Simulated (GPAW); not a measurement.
# SnTe (Fm-3m) in GPAW: notebook

Aim: see how the results for SnTe move with the level of theory and the settings. Levels: GLLB-SC, LDA, AM05, PBEsol. Tasks: dielectric tensor.

Program: GPAW 26.7.0. These are calculated values, not measurements. Logs are shortened: lines on timing, memory, paths and dates and some standing lists are left out, and cuts for length are marked. The log counts tension as positive stress, the text compression.

**The experiment to reproduce.**

From a printed reference work, textbook, for a bulk crystal of SnTe at 300 K: band gap 0.18 eV (direct).

How close the calculation comes is told below.

### 1 The structure

The structure is cubic, space group Fm-3m (No. 225). The conventional cell has a = 6.302 Å, b = 6.302 Å, c = 6.302 Å, α = 90.00°, β = 90.00°, γ = 90.00°. Te (site symmetry m-3m) is surrounded by 6 Sn at 3.15 Å. Around Sn (site symmetry m-3m) lie 6 Te at 3.15 Å.

### 2 Dielectric tensor, GLLB-SC

File run.py:

```python
import numpy as np
from ase.dft.bandgap import bandgap
from ase.io import read, write
from gpaw import GPAW, PW
from gpaw.response.df import DielectricFunction

atoms = read('POSCAR')

calc = GPAW(mode=PW(400),
            xc='GLLBSC',
            kpts={'size': (6, 6, 6), 'gamma': True},
            occupations={'name': 'fermi-dirac', 'width': 0.001},
            nbands=19,
            convergence={'density': 1e-06},
            maxiter=150,
            txt='gpaw.txt')
atoms.calc = calc
energy = atoms.get_potential_energy()
calc.write('gs.gpw')
write('result.traj', atoms)
print('Fermi level:', round(calc.get_fermi_level(), 4), 'eV')
print(f'Gap: {bandgap(calc)[0]:.4f} eV, direct: {bandgap(calc, direct=True)[0]:.4f} eV')

for size in [(18, 18, 18)]:
    name = 'x'.join(str(n) for n in size)
    dense = calc.fixed_density(kpts={'size': size, 'gamma': True},
                               nbands=36, convergence={'bands': 30, 'eigenstates': 1e-7},
                               update_fermi_level=True, txt=f'dense-{name}.txt')
    dense.write(f'{name}.gpw', mode='all')
    df = DielectricFunction(f'{name}.gpw', frequencies=np.array([0.0]), hilbert=False, eta=0.001,
                            ecut=80, nbands=30, intraband=False, txt=f'df-{name}.txt')
    for xc in ['RPA']:
        for direction in ['x', 'y', 'z', [0, 1, 1], [1, 0, 1], [1, 1, 0]]:
            e0, e = df.get_macroscopic_dielectric_constant(xc=xc, direction=direction)
            print(f'{name} {xc} {direction}: {e0:.4f} without, {e:.4f} with local fields')
```

File POSCAR:

```
SnTe
1.0
    0.0000000000      3.1508500000      3.1508500000
    3.1508500000      0.0000000000      3.1508500000
    3.1508500000      3.1508500000      0.0000000000
Te Sn
1 1
Direct
    0.5000000000      0.5000000000      0.5000000000
    0.0000000000      0.0000000000      0.0000000000
```

Potentials or basis: the program's PAW data sets (release 1.2.1) made for this functional, pw.

Run with:

```sh
> OMP_NUM_THREADS=1 python run.py
```

gpaw.txt:

```text
___ ___ ___ _ _ _
 |   |   |_  | | | |
 | | | | | . | | | |
 |__ |  _|___|_____|  26.7.0
 |___|_|

Input parameters:
  convergence: {density: 1e-06}
  kpts: {gamma: True,
         size: (6, 6, 6)}
  maxiter: 150
  mode: {ecut: 400.0,
         name: pw}
  nbands: 19
  occupations: {name: fermi-dirac,
                width: 0.001}
  xc: GLLBSC

System changes: positions, numbers, cell, pbc, initial_charges, initial_magmoms

Initialize ...

species:
  Te:
    name:    Tellurium
    Z:       52.0
    valence: 6
    core:    46
    charge:  0.0  # [|e|]
    compensation charges:
      type: gauss
      rc: 0.36  # [Å]
      lmax: 2
    cutoffs:
      filter: 2.09  # [Å]
      core: 3.17  # [Å]
    projectors
    | kind |    occ | energy [eV] | rcut [Å] |
    |------|--------|-------------|----------|
    |   5s |  2.000 |     -17.259 |    1.180 |
    |   5p |  4.000 |      -8.515 |    1.196 |
    |    s |        |       9.952 |    1.180 |
    |    p |        |      18.697 |    1.196 |
    |    d |        |       0.000 |    1.238 |

    Using partial waves for Te as LCAO basis

  Sn:
    name:    Tin
    Z:       50.0
    valence: 14
    core:    36
    charge:  0.0  # [|e|]
    compensation charges:
      type: gauss
      rc: 0.38  # [Å]
      lmax: 2
    cutoffs:
      filter: 2.23  # [Å]
      core: 2.35  # [Å]
    projectors
    | kind |    occ | energy [eV] | rcut [Å] |
    |------|--------|-------------|----------|
    |   5s |  2.000 |     -11.581 |    1.201 |
    |   5p |  2.000 |      -5.035 |    1.270 |
    |   4d | 10.000 |     -27.256 |    1.185 |
    |    s |        |      15.630 |    1.201 |
    |    p |        |      22.176 |    1.270 |
    |    d |        |      -0.045 |    1.185 |

    Using partial waves for Sn as LCAO basis

Reference energy: -352647.403780  # eV

Spin-paired calculation

Convergence criteria:
 Maximum [total energy] change in last 3 cyles: 0.0005 eV / valence electron
 Maximum integral of absolute [dens]ity change: 1e-06 electrons / valence electron
 Maximum integral of absolute [eigenst]ate change: 4e-08 eV^2 / valence electron
 Maximum number of scf [iter]ations: 150
 (Square brackets indicate name in SCF output, whereas a 'c' in
 the SCF output indicates the quantity has converged.)

Symmetries present (total): 48

  ( 1  0  0)  ( 1  0  0)  ( 1  0  0)  ( 1  0  0)  ( 1  0 -1)  ( 1  0 -1)
  ( 1  0 -1)  ( 1 -1  0)  ( 0  1  0)  ( 0  0  1)  ( 1  0  0)  ( 1 -1  0)
  ( 1 -1  0)  ( 1  0 -1)  ( 0  0  1)  ( 0  1  0)  ( 1 -1  0)  ( 1  0  0)

  ( 1  0 -1)  ( 1  0 -1)  ( 1 -1  0)  ( 1 -1  0)  ( 1 -1  0)  ( 1 -1  0)
  ( 0  1 -1)  ( 0  0 -1)  ( 1  0  0)  ( 1  0 -1)  ( 0 -1  1)  ( 0 -1  0)
  ( 0  0 -1)  ( 0  1 -1)  ( 1  0 -1)  ( 1  0  0)  ( 0 -1  0)  ( 0 -1  1)

  ( 0  1  0)  ( 0  1  0)  ( 0  1  0)  ( 0  1  0)  ( 0  1 -1)  ( 0  1 -1)
  ( 1  0  0)  ( 0  1 -1)  ( 0  0  1)  (-1  1  0)  ( 1  0 -1)  ( 0  1  0)
  ( 0  0  1)  (-1  1  0)  ( 1  0  0)  ( 0  1 -1)  ( 0  0 -1)  (-1  1  0)

  ( 0  1 -1)  ( 0  1 -1)  ( 0  0  1)  ( 0  0  1)  ( 0  0  1)  ( 0  0  1)
  ( 0  0 -1)  (-1  1  0)  ( 1  0  0)  ( 0  1  0)  ( 0 -1  1)  (-1  0  1)
  ( 1  0 -1)  ( 0  1  0)  ( 0  1  0)  ( 1  0  0)  (-1  0  1)  ( 0 -1  1)

  ( 0  0 -1)  ( 0  0 -1)  ( 0  0 -1)  ( 0  0 -1)  ( 0 -1  1)  ( 0 -1  1)
  ( 1  0 -1)  ( 0  1 -1)  ( 0 -1  0)  (-1  0  0)  ( 1 -1  0)  ( 0  0  1)
  ( 0  1 -1)  ( 1  0 -1)  (-1  0  0)  ( 0 -1  0)  ( 0 -1  0)  (-1  0  1)

  ( 0 -1  1)  ( 0 -1  1)  ( 0 -1  0)  ( 0 -1  0)  ( 0 -1  0)  ( 0 -1  0)
  ( 0 -1  0)  (-1  0  1)  ( 1 -1  0)  ( 0  0 -1)  ( 0 -1  1)  (-1  0  0)
  ( 1 -1  0)  ( 0  0  1)  ( 0 -1  1)  (-1  0  0)  ( 1 -1  0)  ( 0  0 -1)

  (-1  1  0)  (-1  1  0)  (-1  1  0)  (-1  1  0)  (-1  0  1)  (-1  0  1)
  ( 0  1  0)  ( 0  1 -1)  (-1  0  1)  (-1  0  0)  ( 0  0  1)  ( 0 -1  1)
  ( 0  1 -1)  ( 0  1  0)  (-1  0  0)  (-1  0  1)  ( 0 -1  1)  ( 0  0  1)

  (-1  0  1)  (-1  0  1)  (-1  0  0)  (-1  0  0)  (-1  0  0)  (-1  0  0)
  (-1  1  0)  (-1  0  0)  ( 0  0 -1)  ( 0 -1  0)  (-1  1  0)  (-1  0  1)
  (-1  0  0)  (-1  1  0)  ( 0 -1  0)  ( 0  0 -1)  (-1  0  1)  (-1  1  0)

216 k-points: 6 x 6 x 6 Monkhorst-Pack grid + [1/12,1/12,1/12]
16 k-points in the irreducible part of the Brillouin zone
       k-points in crystal coordinates                weights
   0:     0.00000000    0.00000000    0.00000000          1/216
   1:     0.16666667    0.16666667    0.00000000          6/216
   2:     0.16666667    0.16666667    0.16666667          8/216
   3:     0.33333333    0.16666667    0.16666667         12/216
   4:     0.33333333    0.33333333   -0.33333333         12/216
   5:     0.33333333    0.33333333    0.00000000          6/216
   6:     0.33333333    0.33333333    0.16666667         24/216
   7:     0.33333333    0.33333333    0.33333333          8/216
   8:     0.50000000    0.33333333   -0.33333333         24/216
   9:     0.50000000    0.33333333   -0.16666667         12/216
          ...
  15:     0.50000000    0.50000000    0.50000000          4/216

Wave functions: Plane wave expansion
  Cutoff energy: 400.000 eV
  Number of coefficients (min, max): 1118, 1158
  Pulay-stress correction: 0.000000 eV/Ang^3 (de/decut=0.000000)
  Using FFTW library
  ScaLapack parameters: grid=1x1, blocksize=None
  Wavefunction extrapolation:
    Improved wavefunction reuse through dual PAW basis

Occupation numbers: Fermi-Dirac:
  width: 0.0010  # eV

Eigensolver
   Davidson(niter=2)

Densities:
  Coarse grid: 21*21*21 grid
  Fine grid: 42*42*42 grid
  Total Charge: 0.000000

Density mixing:
  Method: separate
  Backend: msr1
  Linear mixing parameter: 0.05
  old densities: 10
  Width of damping distribution: 1.1
  Damping of long wavelength oscillations: 20

Hamiltonian:
  XC and Coulomb potentials evaluated on a 42*42*42 grid
  Using the GLLBSC Exchange-Correlation functional
  External potential:
    NoExternalPotential

XC parameters: GLLBSC functional being used consists of
  -----------------------------------------------------------------------
  | Weight | Module     | Description                                   |
  -----------------------------------------------------------------------
  |  1.000 | SCREENING  | GGA_X_PBE_SOL with 2 nearest neighbor stencil |
  |  1.000 | RESPONSE   | eps=0.0500 eV                                 |
  |  1.000 | XC         | GGA_C_PBE_SOL with 2 nearest neighbor stencil |
  -----------------------------------------------------------------------

Number of atoms: 2
Number of atomic orbitals: 13
Number of bands in calculation: 19
Number of valence electrons: 20
Bands to converge: occupied

... initialized

Initializing position-dependent things.

Density initialized from atomic densities
Creating initial wave functions:
  13 bands from LCAO basis set
  6 bands from random numbers

                 Te

       Sn

Atomic positions and initial magnetic moments

Positions:
   0 Te     3.150850    3.150850    3.150850    ( 0.0000,  0.0000,  0.0000)
   1 Sn     0.000000    0.000000    0.000000    ( 0.0000,  0.0000,  0.0000)

Unit cell:
           periodic     x           y           z      points  spacing
  1. axis:    yes    0.000000    3.150850    3.150850    21     0.1733
  2. axis:    yes    3.150850    0.000000    3.150850    21     0.1733
  3. axis:    yes    3.150850    3.150850    0.000000    21     0.1733

  Lengths:   4.455975   4.455975   4.455975
  Angles:   60.000000  60.000000  60.000000

Effective grid spacing dv^(1/3) = 0.1890

iter:   1    -8.643288
iter:   2    -8.723882   -1.13  -1.36
iter:   3    -8.606272   -1.71  -1.32
iter:   4    -8.656611   -2.23  -1.67
iter:   5    -8.715630   -2.52  -1.61
iter:   6    -8.772854   -3.13  -1.79
iter:   7    -8.711920   -3.01  -1.98
iter:   8    -8.714741   -4.24  -2.36
iter:   9    -8.716120c  -4.86  -2.93
iter:  10    -8.716563c  -5.11  -3.01
iter:  11    -8.719106c  -6.00  -3.46
iter:  12    -8.718561c  -6.30  -3.67
iter:  13    -8.719649c  -7.34  -3.69
iter:  14    -8.720315c  -7.03  -3.87
iter:  15    -8.720341c  -8.16c -4.59
iter:  16    -8.720701c  -8.23c -4.77
iter:  17    -8.720564c  -8.92c -4.88
iter:  18    -8.720602c -10.07c -5.56
iter:  19    -8.720621c -10.05c -5.60
iter:  20    -8.720626c -10.76c -6.09c

Converged after 20 iterations.

Dipole moment: (-0.000000, 0.000000, 0.000000) |e|*Ang

Energy contributions relative to reference atoms: (reference = -352647.403780)

Kinetic:        +45.044629
Potential:      -41.378906
External:        +0.000000
XC:             -11.447755
Entropy (-ST):   -0.000000
Local:           -0.938594
SIC:             +0.000000
--------------------------
Free energy:     -8.720626
Extrapolated:    -8.720626

GLLBSC response reference energy: 6.46959 eV (from HOMO)

Showing only first 2 kpts
 Kpt  Band  Eigenvalues  Occupancy
  0     8      4.15849    2.00000
  0     9      4.15849    2.00000
  0    10      9.80874    0.00000
  0    11      9.80877    0.00000

  1     8      3.67504    2.00000
  1     9      5.53335    2.00000
  1    10      7.41211    0.00000
  1    11      9.95967    0.00000

Fermi level: 6.47895

Gap: 0.019 eV
Transition (v -> c):
  (s=0, k=15, n=9, [0.50, 0.50, 0.50]) -> (s=0, k=15, n=10, [0.50, 0.50, 0.50])
No difference between direct/indirect transitions
Writing to gs.gpw (mode='')
```

Wall time 3.2 min (1 thread of Arm Neoverse V2, shared host); peak memory 0.44 GiB.

Results:

| Property | Result |
| --- | --- |
| Band gap on the k mesh, Kohn-Sham part alone | 0.02 eV, direct |
| Electronic dielectric tensor (diagonal) | 2904.62 |

Electronic dielectric tensor:
```
2904.62    0.00    0.00
   0.00 2904.62    0.00
   0.00    0.00 2904.62
```

Caveat: the gap is small at this level, which inflates the dielectric constant; a model potential gives levels but no total energy; the long-wavelength limit can be off by a per cent or two; response on these states lacks terms of the Hamiltonian; spin-orbit coupling is left out, which moves the levels of the heavy elements.

### 3 Dielectric tensor, LDA

run.py: that of step 2 with these lines changed.

```diff
@@ -9,3 +9,3 @@
 calc = GPAW(mode=PW(400),
-            xc='GLLBSC',
+            xc='LDA',
             kpts={'size': (6, 6, 6), 'gamma': True},
@@ -20,2 +20,3 @@
 write('result.traj', atoms)
+print(f'Energy: {energy:.6f} eV')
 print('Fermi level:', round(calc.get_fermi_level(), 4), 'eV')
```

POSCAR is that of step 2.

Potentials or basis: the program's PAW data sets (release 1.2.1) made for this functional, pw.

Run with:

```sh
> OMP_NUM_THREADS=1 python run.py
```

gpaw.txt:

```text
__  _  _
 | _ |_)|_||  |
 |__||  | ||/\| - 26.7.0

Input parameters:
  mode=PW(ecut=400.0),
  convergence={'density': 1e-06},
  kpts=MonkhorstPack(size=(6, 6, 6), gamma=True),
  maxiter=150,
  nbands=19,
  occupations=Occupations(name='fermi-dirac', width=0.001),
  xc=XC(name='LDA')

Diagonalizing LCAO Hamiltonian
Converting LCAO to pw mode

                 Te

       Sn

Atoms  # Å, Bohr magnetons
|   | symbol |        x |        y |        z |    initial magnetic moments |
|---|--------|----------|----------|----------|-----------------------------|
| 0 |     Te | 3.150850 | 3.150850 | 3.150850 | ( 0.0000,  0.0000,  0.0000) |
| 1 |     Sn | 0.000000 | 0.000000 | 0.000000 | ( 0.0000,  0.0000,  0.0000) |

[... 188 lines left out ...]
- Maximum integral of absolute [eigenst]ate change: 4e-08 eV^2 / valence electron
maximum number of iterations: 150

SCF iterations
|iter     | |      energy | eigst |  dens |
|---------|-|-------------|-------|-------|
|iter:   1| |   -9.042509 | -0.24 |       |
|iter:   2| |   -9.034384 | -2.46 | -1.49 |
|iter:   3| |   -8.992311 | -2.87 | -1.53 |
|iter:   4| |   -8.991591 | -4.48 | -2.14 |
|iter:   5| |   -8.991549c| -5.21 | -2.67 |
|iter:   6| |   -8.991550c| -6.62 | -3.37 |
|iter:   7| |   -8.991550c| -7.89c| -4.21 |
|iter:   8| |   -8.991550c| -8.05c| -4.75 |
|iter:   9| |   -8.991550c| -8.65c| -6.01c|

Converged in 9 steps
Energy contributions relative to reference atoms: (reference = -352503.082954)

Energy contributions:
  Kinetic:          12.638940
  Coulomb:         -13.026364
  Zero:              0.200574
  External:          0.000000
  Xc:               -8.804700
  Entropy:          -0.000000
  Spinorbit:         0.000000
  ----------------------------
  Free energy:      -8.991550
  Extrapolated:     -8.991550

dipole moment: (-21.523430, -21.523430, -21.523430)  # |e|*Ang

Fermi level: 6.120
Eigenvalues  # (at kpt = [0.000, 0.000, 0.000])
| band index |      eig [eV] | occ [0-2] |
|------------|---------------|-----------|
|          0 |       -15.617 |     2.000 |
|        ... |               |           |
|          2 |       -15.605 |     2.000 |
|          3 |       -15.605 |     2.000 |
|          4 |       -15.605 |     2.000 |
|          5 |        -6.705 |     2.000 |
|          6 |         1.290 |     2.000 |
|          7 |         3.999 |     2.000 |
[... 9 lines left out ...]
|         17 |        13.152 |     0.000 |
|         18 |        13.152 |     0.000 |

Gap: 0.111 eV
Transition (v -> c):
  (s=0, k=15, n=9, [0.50, 0.50, 0.50]) -> (s=0, k=15, n=10, [0.50, 0.50, 0.50])
No difference between direct/indirect transitions
# Writing to gs.gpw (mode='')
```

stdout:

```text
Energy: -8.991550 eV
Fermi level: 6.1197 eV
Gap: 0.1110 eV, direct: 0.1110 eV
18x18x18 RPA x: 78.6700 without, 74.7720 with local fields
18x18x18 RPA y: 78.6700 without, 74.7720 with local fields
18x18x18 RPA z: 78.6700 without, 74.7720 with local fields
18x18x18 RPA [0, 1, 1]: 78.6700 without, 74.7720 with local fields
18x18x18 RPA [1, 0, 1]: 78.6700 without, 74.7720 with local fields
18x18x18 RPA [1, 1, 0]: 78.6700 without, 74.7720 with local fields
```

It took 3.8 min on 1 thread of Arm Neoverse V1, shared host; peak memory 0.46 GiB.

What came out:

| Item | Value |
| --- | --- |
| Free energy | -8.9915 eV |
| Band gap on the k mesh | 0.11 eV, direct |
| Electronic dielectric tensor (diagonal) | 74.77 |

Electronic dielectric tensor:
```
74.77  0.00  0.00
 0.00 74.77  0.00
 0.00  0.00 74.77
```

Caveat: the gap is small at this level, which inflates the dielectric constant; the long-wavelength limit can be off by a per cent or two; spin-orbit coupling is left out, which moves the levels of the heavy elements.

[end of part 1 of 2]
